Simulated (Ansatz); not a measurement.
**B: the band gap up the ladder of functionals**

An exercise on one series of results from a longer session: the logs are not shown, and one member is left open.

Code: Ansatz 0.2.0. PAW datasets, plane waves. Spin-unpolarised throughout; all numbers are computed.

### Starting point

The cell was relaxed beforehand with r2SCAN.

Space group R-3m (No. 166), trigonal; a = 4.899 Å, c = 12.514 Å in the conventional setting, 7.22 Å³ an atom. B has 6 B at 1.67–1.80 Å; B has 7 B at 1.77–2.01 Å.

As a file:

```cif
data_structure
_symmetry_space_group_name_H-M 'P 1'
_symmetry_Int_Tables_number 1
_cell_length_a 5.0397
_cell_length_b 5.0397
_cell_length_c 5.0397
_cell_angle_alpha 58.159
_cell_angle_beta 58.159
_cell_angle_gamma 58.159
_cell_volume 86.69
loop_
_atom_site_label
_atom_site_type_symbol
_atom_site_fract_x
_atom_site_fract_y
_atom_site_fract_z
_atom_site_occupancy
B1 B 0.00986 0.65443 0.00986 1
B2 B 0.00986 0.00986 0.65443 1
B3 B 0.65443 0.00986 0.00986 1
B4 B 0.34557 0.99014 0.99014 1
B5 B 0.99014 0.34557 0.99014 1
B6 B 0.99014 0.99014 0.34557 1
B7 B 0.22050 0.63176 0.22050 1
B8 B 0.22050 0.22050 0.63176 1
B9 B 0.63176 0.22050 0.22050 1
B10 B 0.36824 0.77950 0.77950 1
B11 B 0.77950 0.36824 0.77950 1
B12 B 0.77950 0.77950 0.36824 1
```

The first run:

File input.yaml:

```yaml
crystal:
  lattice:
    - [2.4494057263, 1.4141650555, 4.1712016533]
    - [-2.4494057263, 1.4141650555, 4.1712016533]
    - [0.0, -2.8283301109, 4.1712016533]
  atoms:
    - { symbol: B, position: [0.0098644462, 0.6544314414, 0.0098644462] }
    - { symbol: B, position: [0.0098644462, 0.0098644462, 0.6544314414] }
    - { symbol: B, position: [0.6544314414, 0.0098644462, 0.0098644462] }
    - { symbol: B, position: [0.3455685586, 0.9901355538, 0.9901355538] }
    - { symbol: B, position: [0.9901355538, 0.3455685586, 0.9901355538] }
    - { symbol: B, position: [0.9901355538, 0.9901355538, 0.3455685586] }
    - { symbol: B, position: [0.2204984653, 0.6317585049, 0.2204984653] }
    - { symbol: B, position: [0.2204984653, 0.2204984653, 0.6317585049] }
    - { symbol: B, position: [0.6317585049, 0.2204984653, 0.2204984653] }
    - { symbol: B, position: [0.3682414951, 0.7795015347, 0.7795015347] }
    - { symbol: B, position: [0.7795015347, 0.3682414951, 0.7795015347] }
    - { symbol: B, position: [0.7795015347, 0.7795015347, 0.3682414951] }
kpoints:
  mp_grid: { grid: [6, 6, 6] }
  band_path:
    path:
      - [[0.0, 0.0, 0.0], [0.5, 0.5, 0.5], [0.7567054954179, 0.2432945045821, 0.5]]
      - [[0.5, -0.2432945045821, 0.2432945045821], [0.5, -5.254489852206e-17, -2.196083860249e-16], [0.0, 0.0, 0.0], [0.371647252291, -0.371647252291, 1.189308670533e-35]]
      - [[0.628352747709, 1.496550127172e-16, 0.371647252291], [0.5, 8.63994844325e-17, 0.5], [0.0, 0.0, 0.0]]
    npoints: 10
hamiltonian:
  xc: pbe
scf:
  occupations: { method: fermi_dirac, width: 0.02 }
  n_extra_bands: 7
output:
  forces: true
  stress: true
  eigenvalues: true
```

Among the steps run: PBE band path; r2SCAN; HSE06; Single point with PBE0.

One table of the session follows, with a row left open; its other results are not shown here.

```
 level  gap (eV)
   PBE      1.55
r2SCAN         ?
 HSE06      2.10
  PBE0      2.77
```

Q: Estimate the row for r2SCAN from the others.

The run gave: gap (eV): 1.60. In the column «gap (eV)» it lies between PBE (1.55) and HSE06 (2.10).

Meshes: PBE 6×6×6, r2SCAN 6×6×6, HSE06 4×4×4, PBE0 4×4×4

What this shows: PBE gives the least gap, 1.55 eV, and PBE0 the largest, 2.77 eV. PBE reaches 74 % of the HSE06 value, and r2SCAN 76 %. PBE0 lies 0.67 eV above HSE06, which differs from it by screening the long-range exchange.

Limits of these values: Warnings in the runs' records: stress scf threshold loose, stress exchange threshold loose.
